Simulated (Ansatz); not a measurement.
## RbBr at 1.3 GPa: an elastic run with strain amplitude 0.01

Method: Ansatz, DFT LDA, scalar-relativistic, plane waves, PAW.

Launched with:
```bash
ansatz run input.yaml --threads 1 --pin off --max-ram 1228MiB --backend cpu --events-out ev --progress --plain --runs-dir out
```

Input (bare energies are in eV):
```yaml
crystal:
  lattice:
    - [0.0, 3.2682, 3.2682]
    - [3.2682, 0.0, 3.2682]
    - [3.2682, 3.2682, 0.0]
  atoms:
    - { symbol: Rb, position: [0.0, 0.0, 0.0] }
    - { symbol: Br, position: [0.5, 0.5, 0.5] }
basis:
  ecutwfc: 420
kpoints:
  mp_grid: { grid: [6, 6, 6] }
hamiltonian:
  xc: lda
scf:
  occupations: { method: fixed }
output:
  forces: true
  stress: true
  eigenvalues: true
elastic:
  mode: relaxed_ion
  stencil: two_point
  amplitude: 0.01
```

From the output:
```
--- Elastic constants: 2 strain directions × 2 members + reference (group order 48) ---
  dense FFT box of the reference and of every strained cell: 32×32×32
  strains applied: 11, 23; error gains: componentwise 1.00 (the most a stress slope's error grows in a printed constant), spectral 1.73 (1 for all six strains in a standard setting)
  C = ∂σ_k/∂η_j (tension-positive GPa; Voigt order 11 22 33 23 13 12):
        62.488      5.967      5.967     -0.000      0.000      0.000
         5.967     62.488      5.967      0.000     -0.000     -0.000
         5.967      5.967     62.488      0.000      0.000     -0.000
         0.000      0.000      0.000      2.937     -0.000      0.000
        -0.000     -0.000      0.000      0.000      2.937      0.000
         0.000     -0.000      0.000     -0.000     -0.000      2.937
  reference stress σ⁰ (GPa):     -1.280     -1.280     -1.280      0.000      0.000      0.000
  C* (energy form; C + prestress term) asymmetry max|C*_kj − C*_jk| = 8.882e-16 GPa — a small one proves nothing (zero by symmetry where the batch's group is 432, −43m or m−3m); a large one is finite-difference/SCF noise where every solve ...
  moduli (Voigt/Reuss/Hill, GPa): K = 24.81/24.81/24.81   G = 13.07/4.58/8.82   E = 23.66   ν = 0.341
  mechanically stable: yes (min eigenvalue of sym C = 2.94 GPa)
  strain η (Voigt 11):  stress-route row diagonal C_11 = 62.49 GPa, energy-path curvature d²(F+E_count+ΔE)/dδ²/Ω₀ = 62.41 GPa
         δ    σ_11 (GPa) F (eV) n_scf n_hpsi n_pw
    -1.000e-2      -1.9468       -5868.1037181       7    7675   1364   relax 0 steps, max|allowed force component| 2.37e-30 eV/Å
     1.000e-2      -0.6970       -5868.1149976       6    6639   1386   relax 0 steps, max|allowed force component| 1.23e-31 eV/Å
  strain η (Voigt 23):  stress-route row diagonal C_44 = 2.94 GPa, energy-path curvature d²(F+E_count+ΔE)/dδ²/Ω₀ = 3.58 GPa
         δ    σ_23 (GPa) F (eV) n_scf n_hpsi n_pw
    -1.000e-2      -0.0294       -5868.1106398       7   10988   1374   relax 0 steps, max|allowed force component| 2.76e-30 eV/Å
     1.000e-2       0.0294       -5868.1106398       5    8873   1374   relax 0 steps, max|allowed force component| 1.48e-30 eV/Å
```

Beside the reference run (Settings: 420 eV plane-wave cutoff, Γ-centred 6×6×6 mesh, fixed occupations. No spin polarisation.), the elastic coefficients (GPa; two-point stencil, strain 0.002 and ions relaxed unless stated):
```csv
setting,C11,C12,C44
reference run,62.3,6.0,2.9
strain amplitude 0.01,62.5,6.0,2.9
```

The cell is the ideal cubic rocksalt prototype.